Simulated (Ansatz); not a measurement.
## SrTe: the change of pressure with volume per atom

All results are calculated (Ansatz 0.2.0). Periodic Kohn-Sham DFT of a crystal at fixed atoms; pressure and stress are positive in compression; the energy is the free energy less that of spherical unpolarised free atoms; site moments are those in the method's own spheres, positive along +z.

Cell of the first row (space group Fm-3m, No. 225):
```
CELL_PARAMETERS angstrom
0.00000 3.28790 3.28790
3.28790 0.00000 3.28790
3.28790 3.28790 0.00000
ATOMIC_POSITIONS crystal
Sr 0.00000 0.00000 0.00000
Te 0.50000 0.50000 0.50000
```

Settings of every row: method frozen-core PAW; functional PBE; relativity scalar; k mesh 7x7x7; filling fermi-dirac; smearing width 0.01 eV; wave cutoff 420 eV; paw set soft_2.

Atom start moment: 0 on all atoms.

Limits: no spin-orbit coupling on heavy atoms; the cell comes from a prototype or a list of computed structures and needn't be the stable phase.

```csv
row,volume per atom (Å³),pressure (GPa)
1,35.544,2.39
2,36.658,1.166
3,37.792,0.101
4,38.926,-0.81
5,40.06,?
```

Question: what pressure should row 5 give?

Worked fit of pressure. Take u = (V_r/V)^(2/3) − 1 with V_r = 37.225 Å³ an atom, which is twice the finite (Eulerian) strain; such expansions in the strain, on which the Birch-Murnaghan equation of state is built, carry the rest volume and the bulk modulus. The shown rows have u = 0.03129, 0.01029, -0.01003, -0.02935. Least squares give pressure = 0.6124 + 52.49 × u + 137.65 × u² GPa; a straight line predicts inner rows, each left out in turn, worse (root mean square 0.08 against 0.0026 GPa). The rows lie off it by 0.000, -0.001, 0.001, 0.000. The pressure vanishes at u = -0.0120, or V = 37.91 Å³ an atom, and there the bulk modulus at fixed shape and fractions is B = −V dP/dV = (2/3)(1 + u) dP/du = 32.4 GPa. The withheld row has u = -0.04775, so the fit gives 0.6124 + 52.49 × (-0.04775) + 137.65 × (-0.04775)² = -1.580 GPa.

The calculation gave -1.591 GPa. The fit lies 0.011 GPa (0.28 % of the column's range) above it; its largest miss of a shown row is 0.001 GPa. This row lies beyond the range of the fit.
